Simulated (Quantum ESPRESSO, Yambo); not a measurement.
# InP (F-43m): G0W0 in Yambo against the bands

How does the gap of InP (F-43m) converge in the bands?

Program: Yambo 5.3.0. Level of theory: PBE and many-body steps on it, plane waves. Results are calculated unless marked as measured.

## Step 1: Starting point

The structure is cubic, space group F-43m (No. 216). The conventional cell has a = 5.869 Å, b = 5.869 Å, c = 5.869 Å, α = 90.00°, β = 90.00°, γ = 90.00°. Nearest to In lie 4 P at 2.54 Å. Nearest to P lie 4 In at 2.54 Å. Farther neighbours are not listed.

As a file:

```
In P
1.0
     0.00000    2.93435    2.93435
     2.93435    0.00000    2.93435
     2.93435    2.93435    0.00000
In P
1 1
Direct
  0.00000 0.00000 0.00000
  0.25000 0.25000 0.25000
```

The cell and positions come from the Crystallography Open Database and are kept as given unless a step says otherwise.

## Step 2: 39 bands

This step: Yambo 5.3.0; G0W0 on PBE, plane waves, norm-conserving pseudopotentials.

Now the one-shot GW correction: screening in the RPA, then the self-energy of the levels asked for.

gw1.in

```
HF_and_locXC
gw0
dyson
ppa
em1d
rim_cut
RandQpts= 1000000
RandGvec= 1 RL
EXXRLvcs= 80 Ry
VXCRLvcs= 320 Ry
Chimod= "HARTREE"
% BndsRnXp
 1 | 39 |
%
NGsBlkXp= 15.5 Ry
% LongDrXp
 1 | 1 | 1 |
%
% GbndRnge
 1 | 39 |
%
DysSolver= "n"
ExtendOut
PPAPntXp= 27.21138 eV
% QPkrange
 1 | 1 | 12 | 15 |
%
```

The run is started by

```
$ OMP_NUM_THREADS=1 mpirun -n 8 yambo -F gw1.in -J gw1 -C gw1 > gw1.log
```

Log:

```text
 Yambo, version 5.3.0

 [02] CORE Variables Setup
 =========================

  [... cell, symmetries and grids as in the set-up ...]

  [02.05] Energies & Occupations
  ==============================

  [X] === General ===
  [X] Electronic Temperature                        :  0.000000  0.000000 [eV K]
  [X] Bosonic    Temperature                        :  0.000000  0.000000 [eV K]
  [X] Finite Temperature mode                       : no
  [X] El. density                                   :  0.51453E+24 [cm-3]
  [X] Fermi Level                                   :  8.260446 [eV]

  [X] === Gaps and Widths ===
  [X] Conduction Band Min                           :  0.686429 [eV]
  [X] Valence Band Max                              :  0.000000 [eV]
  [X] Filled Bands                                  :  13
  [X] Empty Bands                                   :    14   466
  [X] Direct Gap                                    :  0.686429 [eV]
  [X] Direct Gap localized at k                     :  1
  [X] Indirect Gap                                  :  0.686429 [eV]
  [X] Indirect Gap between kpts                     :  1  1
  [X] Last valence band width                       :  2.892736 [eV]
  [X] 1st conduction band width                     :  3.606219 [eV]

 [03] Transferred momenta grid and indexing
 ==========================================

 IBZ Q-points                                      :   8
 BZ  Q-points                                      :   64

 K/Q-points units:
 rlu = crystal or reduced units; cc = cartesian coordinates; iku = interal k-units

 Q [1]          [rlu]:  0.000000  0.000000  0.000000
 Q [2]          [rlu]:  0.92257E-17  0.92257E-17  0.25000
 Q [3]          [rlu]: -0.18451E-16 -0.18451E-16 -0.50000
 Q [4]          [rlu]:  0.20327E-17  0.25000      0.25000
 Q [5]          [rlu]: -0.25051E-16  0.25000      0.50000
 Q [6]          [rlu]: -0.73963E-16  0.25000     -0.25000
 Q [7]          [rlu]: -0.40653E-17 -0.50000     -0.50000
 Q [8]          [rlu]:  0.250000 -0.500000 -0.250000

 [04] Coloumb potential Random Integration (RIM)
 ===============================================

  [04.01] RIM initialization
  ==========================

  * Diagonal components only detected *

  8 x (sBL volume)        :  0.090926 [a.u.]
  sBZ random points       :  1000000
  Points outside the sBZ  :   7987327
  RL volume               :  0.727407 [a.u.]
  Integrated volume       :  0.728561 [a.u.]

  [04.02] RIM integrals
  =====================

  Gamma point sphere radius             :  0.081567 [a.u.]
  Points outside the sphere             :   799513
  [Int_sBZ(q=0) 1/q^2]*(Vol_sBZ)^(-1/3) =:  7.764325
                                 should be <:  7.795600

  Summary of Coulomb integrals for non-metallic bands |Q|[au] RIM/Bare

  Q [1] 0.100000E-4 0.995988 * Q [2] 0.245324 1.066027
  Q [4] 0.283276 1.064776 * Q [6] 0.400612 1.027388
  Q [5] 0.469759 1.020443 * Q [3] 0.490648 1.018189
  Q [7] 0.566551 1.014848 * Q [8] 0.633423 1.011845

 [WARNING] [Xp] User bands 1-39 break level degeneracy

 [05] Dipoles
 ============

  [05.01] Setup: observables and procedures
  =========================================

 [06] Dynamic Dielectric Matrix (PPA)
 ====================================

 [SLK-Inversion]  Pools        :  2
 [SLK-Inversion]  BLACS grid   :  2  2

 [WR./gw1//ndb.pp]---------------------------------------------------------------
  Brillouin Zone Q/K grids (IBZ/BZ)                :    8   64    8   64
  RL vectors                                       :   5029 [WF]
  Coulomb cutoff potential                         : none
  Electronic Temperature                           :  0.000000 [K]
  Bosonic    Temperature                           :  0.000000 [K]
  PPA    diel. fun.  energies                      : Perdew, Burke & Ernzerhof(X)+Perdew, Burke & Ernzerhof(C)
  wavefunctions                                    : Perdew, Burke & Ernzerhof(X)+Perdew, Burke & Ernzerhof(C)
  Global Gauge                                     : length
  X matrix size                                    :   387
  X band range                                     :    1   39
  X e/h energy range                               : -1.000000 -1.000000 [eV]
  X Time ordering                                  : R
  X Hxc Kernel                                     : HARTREE
  X Drude frequency                                :  0.000000  0.000000
  X poles                                          :  100.0000 [o/o]
  RL vectors in the sum                            :   5029
  [r,Vnl] included                                 : yes
  Field direction                                  :  0.577350E-5  0.577350E-5  0.577350E-5
  BZ energy Double Grid                            : no
  BZ energy DbGd points                            : 0
  BZ Q point size factor                           : -1.000000
  X Optical Averaged directions                    : none

 [07] Local Exchange-Correlation + Non-Local Fock
 ================================================

 [VXC] Plane waves :   33079
 [EXS] Plane waves :   4279

 QP @ state[ 1 ] K range:  1  1
 QP @ state[ 1 ] b range:  12  15

 [xc] Functional : Perdew, Burke & Ernzerhof(X)+Perdew, Burke & Ernzerhof(C)
 [xc] LIBXC used to calculate xc functional
  PP Number of Atomic Species                      :  2
  NLCC RL compoments                               :   33079
  PP Number of Atomic Species                      :  2
  NLCC RL compoments                               :   33079

 [xc] E_xc :  -18.18593 [Ha]
      E_xc :  -36.37186 [Ry]

  Local XC kind (lXC) : Perdew, Burke & Ernzerhof(X)+Perdew, Burke & Ernzerhof(C)
  Non-Local XC kind (nlXC) : Hartree-Fock

  Corrections @ K [1] :  [eV]
 <12|nlXC|12> = -14.70535  0.10392E-16 <12|lXC|12> = -12.90482  0.000000
 <13|nlXC|13> = -14.70528 -0.87421E-18 <13|lXC|13> = -12.90482  0.000000
 <14|nlXC|14> = -7.812628 -0.41644E-17 <14|lXC|14> = -11.73024  0.000000
 <15|nlXC|15> = -6.358432 -0.19473E-17 <15|lXC|15> = -10.77631  0.000000

 [08] Dyson equation: Newton solver
 ==================================

  [08.01] G0W0 (W PPA)
  ====================

  [  GW  ] Bands range     :    1   39
  [GW/PPA] G damping       :  0.100000 [eV]

  QP @ state[ 1 ] K range:  1  1
  QP @ state[ 1 ] b range:  12  15

   Sc/G bands                                       :    1   39
   Sc/G damping                                     :  0.100000 ev
   Sc bands terminator                              : no
   Sx RL components                                 :   4279

   QP @ state[ 1 ] K range                          :  1  1
   QP @ state[ 1 ] b range                          :  12  15
   GF energies kind                                 : Perdew, Burke & Ernzerhof(X)+Perdew, Burke & Ernzerhof(C)
   GF WF`s kind                                     : Perdew, Burke & Ernzerhof(X)+Perdew, Burke & Ernzerhof(C)
   Xs energies kind                                 : Perdew, Burke & Ernzerhof(X)+Perdew, Burke & Ernzerhof(C)
   Xs WF`s kind                                     : Perdew, Burke & Ernzerhof(X)+Perdew, Burke & Ernzerhof(C)

 [11] Game Over & Game summary
```

It took 18 s on 8 MPI ranks of INTEL XEON PLATINUM 8581C at 2.30GHz (Emerald Rapids), shared host; peak memory 3.2 GiB; 2.2 min of CPU time.

This step gave:

- G0W0 gap on the points computed: 1.398 eV
- starting gap on the mesh: 0.6864 eV
- k of the valence top: 0, 0, 0
- k of the conduction bottom: 0, 0, 0
- least direct G0W0 gap on the computed points: 1.398 eV
- Z at the valence top: 0.7784
- Z at the conduction bottom: 0.7936

The gap on the mesh goes from 0.69 eV to 1.40 eV, a correction of +0.71 eV.

## Step 3: 69 bands

gw2.in

```
HF_and_locXC
gw0
dyson
ppa
em1d
rim_cut
RandQpts= 1000000
RandGvec= 1 RL
EXXRLvcs= 80 Ry
VXCRLvcs= 320 Ry
Chimod= "HARTREE"
% BndsRnXp
 1 | 69 |
%
NGsBlkXp= 15.5 Ry
% LongDrXp
 1 | 1 | 1 |
%
% GbndRnge
 1 | 69 |
%
DysSolver= "n"
ExtendOut
PPAPntXp= 27.21138 eV
% QPkrange
 1 | 1 | 12 | 15 |
%
```

The run is started by

```
$ OMP_NUM_THREADS=1 mpirun -n 8 yambo -F gw2.in -J gw2 -C gw2 > gw2.log
```

Log:

```text
 Yambo, version 5.3.0

 [02] CORE Variables Setup
 =========================

  [... cell, symmetries and grids as in the set-up ...]

  [02.05] Energies & Occupations
  ==============================

  [X] === General ===
  [X] Electronic Temperature                        :  0.000000  0.000000 [eV K]
  [X] Bosonic    Temperature                        :  0.000000  0.000000 [eV K]
  [X] Finite Temperature mode                       : no
  [X] El. density                                   :  0.51453E+24 [cm-3]
  [X] Fermi Level                                   :  8.260446 [eV]

  [X] === Gaps and Widths ===
  [X] Conduction Band Min                           :  0.686429 [eV]
  [X] Valence Band Max                              :  0.000000 [eV]
  [X] Filled Bands                                  :  13
  [X] Empty Bands                                   :    14   466
  [X] Direct Gap                                    :  0.686429 [eV]
  [X] Direct Gap localized at k                     :  1
  [X] Indirect Gap                                  :  0.686429 [eV]
  [X] Indirect Gap between kpts                     :  1  1
  [X] Last valence band width                       :  2.892736 [eV]
  [X] 1st conduction band width                     :  3.606219 [eV]

 [03] Transferred momenta grid and indexing
 ==========================================

 IBZ Q-points                                      :   8
 BZ  Q-points                                      :   64

 K/Q-points units:
 rlu = crystal or reduced units; cc = cartesian coordinates; iku = interal k-units

 Q [1]          [rlu]:  0.000000  0.000000  0.000000
 Q [2]          [rlu]:  0.92257E-17  0.92257E-17  0.25000
 Q [3]          [rlu]: -0.18451E-16 -0.18451E-16 -0.50000
[...]
================================================

 [VXC] Plane waves :   33079
 [EXS] Plane waves :   4279

 QP @ state[ 1 ] K range:  1  1
 QP @ state[ 1 ] b range:  12  15

 [xc] Functional : Perdew, Burke & Ernzerhof(X)+Perdew, Burke & Ernzerhof(C)
 [xc] LIBXC used to calculate xc functional
  PP Number of Atomic Species                      :  2
  NLCC RL compoments                               :   33079
  PP Number of Atomic Species                      :  2
  NLCC RL compoments                               :   33079

 [xc] E_xc :  -18.18593 [Ha]
      E_xc :  -36.37186 [Ry]

  Local XC kind (lXC) : Perdew, Burke & Ernzerhof(X)+Perdew, Burke & Ernzerhof(C)
  Non-Local XC kind (nlXC) : Hartree-Fock

  Corrections @ K [1] :  [eV]
 <12|nlXC|12> = -14.70535  0.10392E-16 <12|lXC|12> = -12.90482  0.000000
 <13|nlXC|13> = -14.70528 -0.87421E-18 <13|lXC|13> = -12.90482  0.000000
 <14|nlXC|14> = -7.812628 -0.41644E-17 <14|lXC|14> = -11.73024  0.000000
 <15|nlXC|15> = -6.358432 -0.19473E-17 <15|lXC|15> = -10.77631  0.000000

 [08] Dyson equation: Newton solver
 ==================================

  [08.01] G0W0 (W PPA)
  ====================

  [  GW  ] Bands range     :    1   69
  [GW/PPA] G damping       :  0.100000 [eV]

  QP @ state[ 1 ] K range:  1  1
  QP @ state[ 1 ] b range:  12  15

   Sc/G bands                                       :    1   69
   Sc/G damping                                     :  0.100000 ev
   Sc bands terminator                              : no
   Sx RL components                                 :   4279

   QP @ state[ 1 ] K range                          :  1  1
   QP @ state[ 1 ] b range                          :  12  15
   GF energies kind                                 : Perdew, Burke & Ernzerhof(X)+Perdew, Burke & Ernzerhof(C)
   GF WF`s kind                                     : Perdew, Burke & Ernzerhof(X)+Perdew, Burke & Ernzerhof(C)
   Xs energies kind                                 : Perdew, Burke & Ernzerhof(X)+Perdew, Burke & Ernzerhof(C)
   Xs WF`s kind                                     : Perdew, Burke & Ernzerhof(X)+Perdew, Burke & Ernzerhof(C)

 [11] Game Over & Game summary
```

Wall time 32 s (8 MPI ranks); peak memory 3.2 GiB; 4.1 min of CPU time.

Numbers from this step:

```
G0W0 gap on the points computed              : 1.369 eV
starting gap on the mesh                     : 0.6864 eV
k of the valence top                         : 0, 0, 0
k of the conduction bottom                   : 0, 0, 0
least direct G0W0 gap on the computed points : 1.369 eV
Z at the valence top                         : 0.7804
Z at the conduction bottom                   : 0.7943
```

Against the run before, the gap moves by −0.029 eV.

## Step 4: 127 bands

gw3.in

```
HF_and_locXC
gw0
dyson
ppa
em1d
rim_cut
RandQpts= 1000000
RandGvec= 1 RL
EXXRLvcs= 80 Ry
VXCRLvcs= 320 Ry
Chimod= "HARTREE"
% BndsRnXp
 1 | 127 |
%
NGsBlkXp= 15.5 Ry
% LongDrXp
 1 | 1 | 1 |
%
% GbndRnge
 1 | 127 |
%
DysSolver= "n"
ExtendOut
PPAPntXp= 27.21138 eV
% QPkrange
 1 | 1 | 12 | 15 |
%
```

The run is started by

```
$ OMP_NUM_THREADS=1 mpirun -n 8 yambo -F gw3.in -J gw3 -C gw3 > gw3.log
```

Log:

```text
 Yambo, version 5.3.0

 [02] CORE Variables Setup
 =========================

  [... cell, symmetries and grids as in the set-up ...]

  [02.05] Energies & Occupations
  ==============================

  [X] === General ===
  [X] Electronic Temperature                        :  0.000000  0.000000 [eV K]
  [X] Bosonic    Temperature                        :  0.000000  0.000000 [eV K]
  [X] Finite Temperature mode                       : no
  [X] El. density                                   :  0.51453E+24 [cm-3]
[...]
Sx RL components                                 :   4279

   QP @ state[ 1 ] K range                          :  1  1
   QP @ state[ 1 ] b range                          :  12  15
   GF energies kind                                 : Perdew, Burke & Ernzerhof(X)+Perdew, Burke & Ernzerhof(C)
   GF WF`s kind                                     : Perdew, Burke & Ernzerhof(X)+Perdew, Burke & Ernzerhof(C)
   Xs energies kind                                 : Perdew, Burke & Ernzerhof(X)+Perdew, Burke & Ernzerhof(C)
   Xs WF`s kind                                     : Perdew, Burke & Ernzerhof(X)+Perdew, Burke & Ernzerhof(C)

 [11] Game Over & Game summary
```

Run time: 56 s. Hardware: 8 MPI ranks; peak memory 3.3 GiB; 7.3 min of CPU time.

Numbers from this step:

* G0W0 gap on the points computed: 1.375 eV
* starting gap on the mesh: 0.6864 eV
* k of the valence top: 0, 0, 0
* k of the conduction bottom: 0, 0, 0
* least direct G0W0 gap on the computed points: 1.375 eV

Against the run before, the gap moves by +0.006 eV.

(Part 1 of 2 ends here.)

[Paths, hosts, dates, memory and timing lines, banners, echoed tables and standing remarks are left out of the program output.]

[Logs are printed without paths, hosts, clocks, repeated set-up lines and the standing remarks that a program may print on its own settings, such as how far it seeks lower states.]

[Runs of the session that timed out or met a known fault of the program may be left out.]

[Hosts, paths, dates, database ids (printed as entryN), source tags and the programs' standing remarks are cut or masked in the printed files.]
